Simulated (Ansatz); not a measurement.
In doubt: masses and optical values from hybrid runs of this build are listed as unsure, which bears on the screening that GW takes from such a start.

Boron (R-3m, 12 atoms a cell), computed twice by G0W0.

```yaml
crystal:
  lattice:
    - [2.45895, 1.41968, 4.19350]
    - [-2.45895, 1.41968, 4.19350]
    - [0.00000, -2.83935, 4.19350]
  atoms:
    - { symbol: B, position: [0.01019, 0.65361, 0.01019] }
    - { symbol: B, position: [0.01019, 0.01019, 0.65361] }
    - { symbol: B, position: [0.65361, 0.01019, 0.01019] }
    - { symbol: B, position: [0.98981, 0.34639, 0.98981] }
    - { symbol: B, position: [0.34639, 0.98981, 0.98981] }
    - { symbol: B, position: [0.98981, 0.98981, 0.34639] }
    - { symbol: B, position: [0.22118, 0.63060, 0.22118] }
    - { symbol: B, position: [0.22118, 0.22118, 0.63060] }
    - { symbol: B, position: [0.63060, 0.22118, 0.22118] }
    - { symbol: B, position: [0.77882, 0.36940, 0.77882] }
    - { symbol: B, position: [0.36940, 0.77882, 0.77882] }
    - { symbol: B, position: [0.77882, 0.77882, 0.36940] }
```

The cell and positions come from the Crystallography Open Database and are kept as given unless a step says otherwise. PAW set soft_2, made with PBE.

The first (Ansatz 0.2.0; start HSE06, 4×4×4 mesh, 366 empty bands, screening to 150 eV; 1 × NVIDIA H100 80GB HBM3 (shared by 3 runs) with 3 threads of AMD EPYC 7R13 (Zen 3), shared host) gave, on its mesh: starting gap 2.01 eV, G0W0 gap 2.13 eV, RPA ε∞ (mean) 7.59, 35 s.

**Question.** The second changes start from HSE06 to PBE0. What does it give?

It gave: starting gap 2.68 eV, G0W0 gap 2.25 eV, RPA ε∞ (mean) 6.90, 39 s. The G0W0 gap moves by +0.12 eV, +0.67 eV from the start and −0.55 eV from the correction. Σc changes by −0.04 eV at the valence top and +0.05 eV at the conduction bottom, and Σx − Vxc between them by −0.64 eV.

Limits: not at the basis limit.

[Paths, hosts, dates, memory and timing lines, banners, echoed tables and standing remarks are left out of the program output.]

[Logs are printed without paths, hosts, clocks, repeated set-up lines and the standing remarks that a program may print on its own settings, such as how far it seeks lower states.]

[Runs of the session that timed out or met a known fault of the program may be left out.]

[Cells called generated may have been cut or substituted from an entry of the Crystallography Open Database or the Materials Project.]

[Hosts, paths, dates, database ids (printed as entryN), source tags and the programs' standing remarks are cut or masked in the printed files.]
